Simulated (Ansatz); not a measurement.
# MoS2 (R-3m) in Ansatz: notebook, part 2 of 2

Ansatz 0.2.0. The steps go on from the part before.

**4. Relaxation of cell and atoms, PBEsol+D3(BJ)-ATM**

Input file input.yaml:

```yaml
crystal:
  lattice:
    - [1.5855, 0.9153888518, 6.1149966667]
    - [-1.5855, 0.9153888518, 6.1149966667]
    - [0.0, -1.8307777036, 6.1149966667]
  atoms:
    - { symbol: Mo, position: [0.0, 0.0, 0.0] }
    - { symbol: S, position: [0.25, 0.25, 0.25] }
    - { symbol: S, position: [0.75, 0.75, 0.75] }
hamiltonian:
  xc: pbesol
  pseudopotentials: { kind: paw }
  dispersion: d3bjatm
kpoints:
  mp_grid: { grid: [10, 10, 10] }
scf:
  occupations: { method: fermi_dirac, width: 0.05 }
output:
  forces: true
  stress: true
  eigenvalues: true
  write_density: true
  write_potential: true
  elf: true
  volumetric_format: npy
relax:
  f_tol: 0.01
  max_steps: 40
  cell: { stress_tol: 0.05 }
```

Potentials or basis: Ansatz PAW.

Launch:

```
$ ansatz run input.yaml --threads 2 --pin off --max-ram 5632MiB --backend cpu --events-out ev --progress --plain --runs-dir out
```

Output:

```text
Warning: RAYON_NUM_THREADS=2 ignored (pool sized by the plan → 2); use --threads N
basis.fft_grid_basis auto: the FFT boxes are laid along the combinations [[1, -1, 0], [0, 1, 0], [0, -1, 1]] of the cell's own vectors, 3.171, 6.383 and 3.171 Å long. The dense box has 24×45×24 points. Along the cell's own vectors, as sized, it would have 45×45×45, 3.52 times as many. Of the 12 symmetry operations that the crystal satisfies within crystal.symmetry.tolerance (time reversal apart; of a slab, those that keep its plane) the dense box along the cell's own vectors carries 12, and the one as laid loses 8 of those. basis.fft_grid_basis: typed keeps the cell's own vectors: state it where this run's energies or levels are differenced outside the engine with another run's, or held beside a run that keeps those vectors. Those combinations have planes normal to reciprocal vector 3, as the cell's own vectors have. Each planar average written beside output.write_density, output.write_potential has a row for each plane of the box: 24. The volumetric files lie along those combinations, not along the cell's own vectors: a cube or XSF file states them, and fields.json those of NumPy files.
Engine: ansatz 0.2.0, x86_64-unknown-linux-gnu
Pseudopotentials: kind: paw
Pseudopotential: Mo, paw, valence charge 14, recommended cutoff 420 eV (normal), Mo.paw.azcp
Pseudopotential: S, paw, valence charge 6, recommended cutoff 420 eV (normal), S.paw.azcp
Functional definition: PBEsol
  exchange = pbesol_x
  correlation = pbesol_c
Crystal: 3 atoms, lattice volume = 53.250 Å³
Basis set: ecut = 420 eV, 1023 PW (Γ), FFT grids on a1−a2, a2, −a2+a3, exchange–correlation on 48×90×48 points (8 copies of the dense FFT grid, shifted against one another)
Bands: 17, of which v1, the nominal top of the filled ones, is band 13 counted from 1 (12 counted from 0)
Symmetry: 12 space group operations
Space group: R-3m (ITA 166), of the structure as read, at distance tolerance 3.8e-5 Å
k-points: 116 of 1000
Non-local potential: Mo, projectors of the file, l = 0: 3, l = 1: 2, l = 2: 2, l = 3: 1
Non-local potential: S, projectors of the file, l = 0: 2, l = 1: 2, l = 2: 2
PAW form: soft (Blöchl's): semilocal exchange-correlation on the pseudo side does not see the compensation charge
PAW frozen core: Mo, regenerated for the run's functional, and the local potential with it (the file was generated under x = pbe(κ = 0.804, μ = 0.2195149727645171), c = pbe(β = 0.06672455060314922))
PAW frozen core: S, regenerated for the run's functional, and the local potential with it (the file was generated under x = pbe(κ = 0.804, μ = 0.2195149727645171), c = pbe(β = 0.06672455060314922))
PAW one-centre angular grid: Mo, 590 points (default); XC on 64 Gauss nodes
PAW one-centre angular grid: S, 110 points (default); XC on 64 Gauss nodes
Initial density: superposition of atomic densities (neutral atoms: chi_scale 0, normalization atom), corrected by the library's trained network
Initial wavefunctions: pseudopotential atomic-orbital guess
Functional: x = pbesol(κ = 0.804, μ = 0.12345679012345678), c = pbesol(β = 0.046)
SCF iter   1: F=—  HF=-6670.344839 eV  |F-HF|=—  |Δ(HF+E_count)|=         —  Δρ=6.68e-3  dr2=1.74e-2  ethr=1.77e-3  ⟨swp⟩=5.9  Hψ=10792  notcnv=0
preconditioner: auto → LDOS  [metal: Δε(μ)=0.040 eV  Ē_g=8.116 eV  σ=0.050 eV  W_gap=0.20  n_scr=16 (ndim 8)  ℏωp=21.6 eV  f_vac=0.014  D(μ)=0.65/eV (n_scr^D=2)  β→1.0]
SCF iter   2: F=—  HF=-6670.342481 eV  |F-HF|=—  |Δ(HF+E_count)|=   2.36e-3  Δρ=2.96e-3  dr2=7.60e-3  ethr=6.71e-5  ⟨swp⟩=2.0  Hψ=4562  notcnv=0
SCF iter   3: F=—  HF=-6670.340339 eV  |F-HF|=—  |Δ(HF+E_count)|=   2.14e-3  Δρ=6.01e-4  dr2=8.41e-4  ethr=2.92e-5  ⟨swp⟩=2.0  Hψ=2893  notcnv=0
SCF iter   4: F=—  HF=-6670.340204 eV  |F-HF|=—  |Δ(HF+E_count)|=   1.35e-4  Δρ=1.75e-4  dr2=1.55e-5  ethr=3.23e-6  ⟨swp⟩=2.0  Hψ=2656  notcnv=0
SCF iter   5: F=—  HF=-6670.340203 eV  |F-HF|=—  |Δ(HF+E_count)|=   1.08e-6  Δρ=5.21e-5  dr2=1.43e-6  ethr=5.95e-8  ⟨swp⟩=2.1  Hψ=2950  notcnv=0
SCF iter   6: F=-6670.340203 eV  HF=-6670.340203 eV  |F-HF|=1.98e-8  |Δ(HF+E_count)|=   1.61e-7  Δρ=1.13e-5  dr2=4.64e-8  ethr=3.85e-10  ⟨swp⟩=7.8  Hψ=14778  notcnv=0
SCF 1 converged in 6 iterations: F = -6670.340203 eV  dr2 = 4.64e-8
[... 68 lines left out ...]
SCF iter   1: F=—  HF=-6670.458495 eV  |F-HF|=—  |Δ(HF+E_count)|=         —  Δρ=1.04e-4  dr2=6.73e-7  ethr=1.39e-7  ⟨swp⟩=3.1  Hψ=16138  notcnv=0
SCF iter   2: F=—  HF=-6670.458490 eV  |F-HF|=—  |Δ(HF+E_count)|=   5.43e-6  Δρ=5.40e-5  dr2=1.74e-7  ethr=2.59e-9  ⟨swp⟩=2.3  Hψ=2894  notcnv=0
SCF iter   3: F=—  HF=-6670.458490 eV  |F-HF|=—  |Δ(HF+E_count)|=   1.22e-7  Δρ=1.97e-6  dr2=5.02e-10  ethr=6.70e-10  ⟨swp⟩=2.3  Hψ=2766  notcnv=0
SCF iter   4: F=—  HF=-6670.458490 eV  |F-HF|=—  |Δ(HF+E_count)|=  4.33e-10  Δρ=4.55e-7  dr2=9.01e-11  ethr=1.93e-12  ⟨swp⟩=2.1  Hψ=3107  notcnv=0
iter 5 did not close the SCF: its close was put off for the readings that it lacked (scf_convergence_deferred on its scf_iter line)
SCF iter   5: F=-6670.458490 eV  HF=-6670.458490 eV  |F-HF|=5.46e-12  |Δ(HF+E_count)|=  9.09e-13  Δρ=7.57e-8  dr2=4.58e-12  ethr=1.00e-12  ⟨swp⟩=1.0  Hψ=1972  notcnv=0
SCF iter   6: F=-6670.458490 eV  HF=-6670.458490 eV  |F-HF|=0.00e0  |Δ(HF+E_count)|=  2.73e-12  Δρ=9.47e-9  dr2=5.22e-14  ethr=1.00e-12  ⟨swp⟩=4.0  Hψ=8129  notcnv=0
SCF 7 converged in 6 iterations: F = -6670.458490 eV  dr2 = 5.22e-14
relax step   7: F+E_penalty+E_count = -6670.45849013 eV  Δ(F+E_penalty+E_count) = +4.269e-4 eV  max|allowed force component| = 4.314e-4 eV/Å  Δτ_max = 0.0000 Å  P = -0.003 GPa  Ω = 48.203 Å³  stress off target by 5.96e-3 GPa  SCF on the basis re-selected at this cell (its energy is not comparable with the rows above)  (6 SCF iters)
basis re-selected at this cell: Δ(F+E_penalty+E_count) = +4.269e-4 eV, ΔP = +0.001 GPa vs the last step (what re-selecting the basis moved, of the pressure what is left beyond the Pulay correction that the steps carried, after the strain that the cell walked since its last selection, with what the two solves' SCF thresholds leave and, on support functions, any second-order correction that the steps lacked; it is no measure of the basis error at this ecutwfc). This SCF's stress stands 5.96e-3 GPa from its target on what of the cell is left free (relax.cell.stress_tol is 5.00e-2 GPa) and its largest allowed force component is 4.31e-4 eV/Å (relax.f_tol is 1.00e-2 eV/Å): within both
SCF converged after 6 iterations
Free energy (F): -6670.458490 eV
Harris-Foulkes:  -6670.458490 eV  (|F-HF|=0.00e0)
Internal energy: -6670.452385 eV  (E = F + TS)
E sigma→0 (E₀):  -6670.455437 eV
Entropy (-TS):   -0.006105 eV (-2.035 meV/atom)
Fermi energy:    12.740961 eV
--- Per-component energies (eV) ---
  E_band       = -112.346521
  E_kinetic    = 658.104621
  E_local      = -1680.841994  (includes V_loc(G=0)·N_el)
  E_nonlocal   = 201.958870
  E_hartree    = 634.449601
  E_xc         = -376.361975
  E_vxc        = -405.524767  (∫ρ·V_xc dr)
  E_paw        = -4312.053739  (= ΣΔE_a)
  E_vpaw       = -154.942491  (= ΣTr[D̂ρ^β])
  E_aug_tail   = 0.000038  (compensation charges beyond the density's cutoff)
  E_ewald      = -1794.922000
  E_disp       = -1.119004  (pairwise vdW)
  E_core_change = 0.333198  (= ΣΔE_core)
  E_smearing   = -0.006105  (= −TS)
  E_closure    = -0.000000  (closes the sum)
  Σ components = -6670.458490   (vs F -6670.458490, Δ=0.00e0)
--- Forces (eV/Å), atoms counted from 1 ---
  atom   1  Mo     0.00000000     0.00000000    -0.00000000
  atom   2  S      0.00000000    -0.00000000    -0.00043138
  atom   3  S     -0.00000000     0.00000000     0.00043138
  max |Σ_I F_I| component: 1.16e-18 eV/Å
--- Stress (GPa, compression-positive) ---
       -0.005963       0.000000       0.000000
        0.000000      -0.005963       0.000000
        0.000000       0.000000       0.003518
  P = ⅓ Tr σ = -0.0028 GPa (-0.028 kbar)
--- Band table (eV; the first three rows and the last of 116) ---
  k-point 0: bands = ["-48.7705", "-22.9415", "-22.7042", "-22.7042", "-2.7631", "-0.8023", "5.1990", "9.0780", "9.0780", "10.9664", "11.5344", "11.9791", "11.9791", "13.0111", "13.0111", "16.0216", "16.0216"]
  k-point 1: bands = ["-48.7652", "-22.9317", "-22.7538", "-22.7154", "-2.5846", "-0.7621", "5.4329", "8.6601", "9.1681", "10.9422", "11.1278", "11.5178", "11.7686", "13.0212", "13.4528", "15.6162", "15.9087"]
  k-point 2: bands = ["-48.7512", "-22.9063", "-22.8814", "-22.7446", "-2.0862", "-0.6372", "6.0123", "8.0177", "9.2635", "9.4523", "10.9600", "11.0962", "11.2499", "13.1344", "13.8844", "15.6915", "15.7832"]
  k-point 115: bands = ["-48.7705", "-22.9418", "-22.7042", "-22.7042", "-2.1126", "-1.7672", "6.9046", "8.1619", "9.1225", "9.1225", "12.0111", "12.0111", "12.7255", "12.7415", "12.7415", "16.2884", "16.2884"]
--- Relaxed structure (6 steps of the walk, 6 accepted, 1 SCFs on fresh bases) ---
  F+E_penalty+E_count = -6670.45849013 eV   max|allowed force component| = 4.314e-4 eV/Å   (the final SCF, on the basis selected at the relaxed cell)
  cell:  # Å, volume = 48.2032 Å³
    - [1.5436765000106243, 0.891242042822833, 5.8394562377460195]
    - [-1.5436765000106243, 0.891242042822833, 5.8394562377460195]
    - [-1.9723641391440624e-32, -1.782484085645666, 5.8394562377460195]
  atoms:
    - { symbol: Mo, position: [2.600431812124287e-19, 2.600431812124301e-19, 2.6004318121243064e-19] }
    - { symbol: S, position: [0.24155623120426772, 0.24155623120426772, 0.24155623120426772] }
    - { symbol: S, position: [0.758443768795732, 0.758443768795732, 0.758443768795732] }
```

v_z.tsv:

```text
# z_ang	v_es[eV]	v_tot[eV]
# format = ansatz-planar-average/11
# xc	pbesol
# density_cutoff_ev	1680
# datasets	Mo=:simpson_from_first_knot:soft:shift=-753884	S=:simpson_from_first_knot:soft:shift=-322627
# lattice	1.543676500	0.891242043	5.839456238
# lattice	-1.543676500	0.891242043	5.839456238
# lattice	-0.000000000	-1.782484086	5.839456238
# sites	3
# site	42	-0.000000000	-0.000000000	0.000000000
# site	16	-0.000000000	0.000000000	4.231671123
# site	16	-0.000000000	0.000000000	13.286697590
0.000000	2.835258e-1	-1.286397e1
0.254394	4.359623e-1	-1.266295e1
0.508787	9.066261e-1	-1.206222e1
0.763181	1.709351e0	-1.106522e1
1.017575	2.819414e0	-9.690020e0
1.271968	4.133292e0	-8.036601e0
[... 16 lines left out ...]
5.596661	9.066261e-1	-1.206222e1
5.851055	4.359623e-1	-1.266295e1
```

Run time: 45 s. Hardware: 2 threads of Intel Xeon at 2.50GHz (Skylake/Cascade Lake), shared host; peak memory 0.46 GiB.

Results:

```
Free energy                            : -6670.4585 eV
Relaxed volume                         : 16.07 Å³/atom
Relaxed cell                           : a = 6.105 Å, b = 6.105 Å, c = 6.105 Å, α = 29.29°, β = 29.29°, γ = 29.29°
Space group after relaxing (to 0.05 Å) : R-3m (No. 166)
Energy gained by relaxing              : 39.4 meV/atom
Ionic steps                            : 7
Pressure after relaxing                : 0.0 GPa
Band gap on the k mesh                 : none (metal or under the smearing width)
```

The path:
| step | energy change (eV) | largest force (eV/Å) | volume (Å³) |
| --- | --- | --- | --- |
| 1 | 0.0000 | 0.7754 | 53.25 |
| 2 | -0.1023 | 0.2592 | 46.87 |
| 3 | -0.1169 | 0.0091 | 48.84 |
| 4 | -0.1175 | 0.1184 | 47.89 |
| 5 | -0.1187 | 0.0025 | 48.22 |
| 6 | -0.1187 | 0.0002 | 48.20 |
| 7 | -0.1183 | 0.0004 | 48.20 |

Final structure:
```cif
data_structure
_symmetry_space_group_name_H-M 'P 1'
_symmetry_Int_Tables_number 1
_cell_length_a 6.1054
_cell_length_b 6.1054
_cell_length_c 6.1054
_cell_angle_alpha 29.291
_cell_angle_beta 29.291
_cell_angle_gamma 29.291
_cell_volume 48.20
loop_
_atom_site_label
_atom_site_type_symbol
_atom_site_fract_x
_atom_site_fract_y
_atom_site_fract_z
_atom_site_occupancy
Mo1 Mo 0.00000 0.00000 0.00000 1
S1 S 0.24156 0.24156 0.24156 1
S2 S 0.75844 0.75844 0.75844 1
```

Caveat: the plane-wave basis is chosen anew once the cell has moved, so the energies of steps on either side of that aren't comparable; pairwise dispersion overbinds metals, which lowers pressure and volume; the PAW data sets come from PBE, with cores solved anew for the run's functional, which leaves a small shift of forces and pressure.

**5. Relaxation of cell and atoms, PBEsol+D4**

Edit input.yaml of step 4 so:

```diff
@@ -12,3 +12,3 @@
   pseudopotentials: { kind: paw }
-  dispersion: d3bjatm
+  dispersion: d4
 kpoints:
@@ -21,6 +21,2 @@
   eigenvalues: true
-  write_density: true
-  write_potential: true
-  elf: true
-  volumetric_format: npy
 relax:
```

Potentials or basis: Ansatz PAW.

Launch:

```
$ ansatz run input.yaml --threads 2 --pin off --max-ram 5632MiB --backend cpu --events-out ev --progress --plain --runs-dir out
```

Output:

```text
Warning: RAYON_NUM_THREADS=2 ignored (pool sized by the plan → 2); use --threads N
basis.fft_grid_basis auto: the FFT boxes are laid along the combinations [[1, 0, -1], [0, 1, -1], [0, 0, 1]] of the cell's own vectors, 3.171, 3.171 and 6.383 Å long. The dense box has 24×24×45 points. Along the cell's own vectors, as sized, it would have 45×45×45, 3.52 times as many. Of the 12 symmetry operations that the crystal satisfies within crystal.symmetry.tolerance (time reversal apart; of a slab, those that keep its plane) the dense box along the cell's own vectors carries 12, and the one as laid loses 8 of those. basis.fft_grid_basis: typed keeps the cell's own vectors: state it where this run's energies or levels are differenced outside the engine with another run's, or held beside a run that keeps those vectors.
[... 7 set-up lines as earlier in the session ...]
Crystal: 3 atoms, lattice volume = 53.250 Å³
Basis set: ecut = 420 eV, 1023 PW (Γ), FFT grids on a1−a3, a2−a3, a3, exchange–correlation on 48×48×90 points (8 copies of the dense FFT grid, shifted against one another)
Bands: 17, of which v1, the nominal top of the filled ones, is band 13 counted from 1 (12 counted from 0)
[... 2 set-up lines as earlier in the session ...]
k-points: 116 of 1000
[... 10 set-up lines as earlier in the session ...]
SCF iter   1: F=—  HF=-6670.066046 eV  |F-HF|=—  |Δ(HF+E_count)|=         —  Δρ=6.68e-3  dr2=1.74e-2  ethr=1.77e-3  ⟨swp⟩=5.9  Hψ=10817  notcnv=0
preconditioner: auto → LDOS  [metal: Δε(μ)=0.040 eV  Ē_g=8.116 eV  σ=0.050 eV  W_gap=0.20  n_scr=16 (ndim 8)  ℏωp=21.6 eV  f_vac=0.014  D(μ)=0.65/eV (n_scr^D=2)  β→1.0]
SCF iter   2: F=—  HF=-6670.063673 eV  |F-HF|=—  |Δ(HF+E_count)|=   2.37e-3  Δρ=2.96e-3  dr2=7.59e-3  ethr=6.71e-5  ⟨swp⟩=2.0  Hψ=4564  notcnv=0
[... 86 lines left out ...]
Harris-Foulkes:  -6670.151676 eV  (|F-HF|=0.00e0)
Internal energy: -6670.145446 eV  (E = F + TS)
E sigma→0 (E₀):  -6670.148561 eV
Entropy (-TS):   -0.006229 eV (-2.076 meV/atom)
Fermi energy:    12.471900 eV
--- Per-component energies (eV) ---
  E_band       = -119.350087
  E_kinetic    = 657.519706
  E_local      = -1719.932487  (includes V_loc(G=0)·N_el)
  E_nonlocal   = 201.904648
  E_hartree    = 650.620601
  E_xc         = -376.105813
  E_vxc        = -405.182980  (∫ρ·V_xc dr)
  E_paw        = -4312.021758  (= ΣΔE_a)
  E_vpaw       = -154.900210  (= ΣTr[D̂ρ^β])
  E_aug_tail   = 0.000034  (compensation charges beyond the density's cutoff)
  E_ewald      = -1771.665957
  E_disp       = -0.797619  (pairwise vdW)
  E_core_change = 0.333198  (= ΣΔE_core)
  E_smearing   = -0.006229  (= −TS)
  E_closure    = 0.000000  (closes the sum)
  Σ components = -6670.151676   (vs F -6670.151676, Δ=0.00e0)
--- Forces (eV/Å), atoms counted from 1 ---
  atom   1  Mo    -0.00000000    -0.00000000     0.00000000
  atom   2  S      0.00000000    -0.00000000     0.00001623
  atom   3  S     -0.00000000     0.00000000    -0.00001623
  max |Σ_I F_I| component: 4.63e-18 eV/Å
--- Stress (GPa, compression-positive) ---
       -0.008097       0.000000       0.000000
        0.000000      -0.008097       0.000000
        0.000000       0.000000       0.001095
  P = ⅓ Tr σ = -0.0050 GPa (-0.050 kbar)
--- Band table (eV; the first three rows and the last of 116) ---
  k-point 0: bands = ["-49.0658", "-23.2275", "-23.0067", "-23.0067", "-2.9553", "-1.0798", "5.0127", "8.7804", "8.7804", "10.7378", "11.1571", "11.6863", "11.6863", "12.6866", "12.6866", "15.7463", "15.7463"]
  k-point 1: bands = ["-49.0606", "-23.2180", "-23.0547", "-23.0176", "-2.7790", "-1.0393", "5.2436", "8.3624", "8.8701", "10.6893", "10.8306", "11.2227", "11.4357", "12.7126", "13.1304", "15.3342", "15.6367"]
  k-point 2: bands = ["-49.0472", "-23.1937", "-23.1777", "-23.0459", "-2.2874", "-0.9146", "5.8172", "7.7271", "8.9698", "9.1591", "10.6925", "10.7954", "10.9902", "12.8397", "13.5630", "15.3676", "15.5184"]
  k-point 115: bands = ["-49.0658", "-23.2277", "-23.0067", "-23.0067", "-2.3778", "-1.9427", "6.6046", "7.9748", "8.8194", "8.8194", "11.7139", "11.7139", "12.4088", "12.4497", "12.4497", "15.9840", "15.9840"]
--- Relaxed structure (6 steps of the walk, 6 accepted, 1 SCFs on fresh bases) ---
  F+E_penalty+E_count = -6670.15167583 eV   max|allowed force component| = 1.623e-5 eV/Å   (the final SCF, on the basis selected at the relaxed cell)
  cell:  # Å, volume = 48.9675 Å³
    - [1.5489764717790542, 0.8943019829500334, 5.891528056865684]
    - [-1.5489764717790542, 0.8943019829500334, 5.891528056865684]
    - [-1.8964514158001515e-32, -1.7886039659000668, 5.891528056865684]
  atoms:
    - { symbol: Mo, position: [-2.7497819751501776e-34, 1.0630736639499409e-34, 1.6112510802330471e-34] }
    - { symbol: S, position: [0.242547000643451, 0.242547000643451, 0.242547000643451] }
    - { symbol: S, position: [0.757452999356549, 0.757452999356549, 0.757452999356549] }
```

Wall time 41 s (2 threads of Intel Xeon at 2.50GHz (Skylake/Cascade Lake), shared host); peak memory 0.46 GiB.

Results:

```yaml
Free_energy: -6670.1517 eV
Relaxed_volume: 16.32 Å³/atom
Relaxed_cell: a = 6.157 Å, b = 6.157 Å, c = 6.157 Å, α = 29.14°, β = 29.14°, γ = 29.14°
Space_group_after_relaxing_to_0.05_Å: R-3m (No. 166)
Energy_gained_by_relaxing: 30.1 meV/atom
Ionic_steps: 7
Pressure_after_relaxing: 0.0 GPa
Band_gap_on_the_k_mesh: none (metal or under the smearing width)
```

The path:
```csv
step,energy change (eV),largest force (eV/Å),volume (Å³)
1,0.0000,0.7640,53.25
2,-0.0661,0.3018,47.01
3,-0.0886,0.0247,49.68
4,-0.0891,0.1466,48.69
5,-0.0906,0.0067,48.99
6,-0.0906,0.0002,48.97
7,-0.0903,0.0000,48.97
```

Final structure:
```
CELL_PARAMETERS angstrom
1.54898 0.89430 5.89153
-1.54898 0.89430 5.89153
0.00000 -1.78860 5.89153
ATOMIC_POSITIONS crystal
Mo 0.00000 0.00000 0.00000
S 0.24255 0.24255 0.24255
S 0.75745 0.75745 0.75745
```

Caveat: the plane-wave basis is chosen anew once the cell has moved, so the energies of steps on either side of that aren't comparable; pairwise dispersion overbinds metals, which lowers pressure and volume; the PAW data sets come from PBE, with cores solved anew for the run's functional, which leaves a small shift of forces and pressure.

**6. Overview**

| level | gap on the mesh (eV) | pressure (GPa) | relaxed volume (Å³/atom) |
| --- | --- | --- | --- |
| PBEsol | none | 0.0 | 17.20 |
| PBEsol+D3(BJ) | none | 0.0 | 15.89 |
| PBEsol+D3(BJ)-ATM | none | 0.0 | 16.07 |
| PBEsol+D4 | none | 0.0 | 16.32 |

Alike in all rows: task relaxation of cell and atoms; potentials or basis Ansatz PAW; no spin polarisation; cell relaxed; k mesh 10 × 10 × 10; cutoff (eV) 420; smearing fermi-dirac 0.05 eV.

Caveats: the plane-wave basis is chosen anew once the cell has moved, so the energies of steps on either side of that aren't comparable; the PAW data sets come from PBE, with cores solved anew for the run's functional, which leaves a small shift of forces and pressure; pairwise dispersion overbinds metals, which lowers pressure and volume (some runs).

Absolute energies hang on the potentials; compare differences alone.
